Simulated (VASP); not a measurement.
BaTiO3:

```xyz
5
Lattice="3.9998 0.0000 0.0000 0.0000 3.9998 0.0000 0.0000 0.0000 4.0180" Properties=species:S:1:pos:R:3 pbc="T T T"
Ba    0.0000    0.0000    0.0000
Ti    1.9999    1.9999    1.9688
O     1.9999    1.9999    0.0763
O     1.9999    0.0000    2.0773
O     0.0000    1.9999    2.0773
```

- Program: VASP 6.6.1
- Task: relaxation of cell and atoms
- Functional: PBE
- Potentials or basis: VASP PAW PBE potentials, release 64 (Ba_sv, Ti_sv, O)
- Cutoff: 600 eV
- k mesh: 8 × 8 × 8
- Occupations: gaussian, width 0.03 eV
- Spin: no spin polarisation

At the start: pressure 4.1 GPa; volume 12.86 Å³/atom.

How do energy, volume and symmetry change on relaxing?

Over 20 steps the energy falls by 11.3 meV/atom and the volume is 13.49 Å³/atom (+5.0 %); space group P4mm (No. 99, to 0.05 Å).

Step by step:
```
step  energy change (eV)  largest force (eV/Å)  pressure (GPa)  volume (Å³)
   1              0.0000                0.2772            4.06        64.28
   2             -0.0132                0.4553           -3.17        67.36
   3             -0.0242                0.3758           -0.43        66.09
   4             -0.0337                0.2276           -0.16        66.19
   5             -0.0399                0.1473            0.49        66.37
   6             -0.0452                0.1456            0.15        66.73
   7             -0.0481                0.1981           -0.48        67.67
   8             -0.0487                0.1743           -0.37        67.41
   9             -0.0528                0.1364           -0.09        67.19
  10             -0.0531                0.1214            0.01        67.11
  11             -0.0549                0.0851            0.37        67.02
  12             -0.0552                0.0657            0.56        66.97
  13             -0.0558                0.0749           -0.31        67.38
  14             -0.0560                0.0514           -0.05        67.26
  15             -0.0562                0.0327           -0.02        67.27
  16             -0.0563                0.0356            0.01        67.29
  17             -0.0564                0.0143            0.07        67.31
  18             -0.0564                0.0345            0.15        67.34
  19             -0.0565                0.0278            0.13        67.37
  20             -0.0565                0.0094           -0.03        67.46
```

Final structure:
```
Ba Ti O
1.0
     3.99624    0.00000    0.00000
     0.00000    3.99624    0.00000
     0.00000    0.00000    4.22448
Ba Ti O
1 1 3
Cartesian
  0.0000 0.0000 4.1855
  1.9981 1.9981 1.9921
  1.9981 1.9981 0.1769
  1.9981 0.0000 2.1942
  0.0000 1.9981 2.1942
```
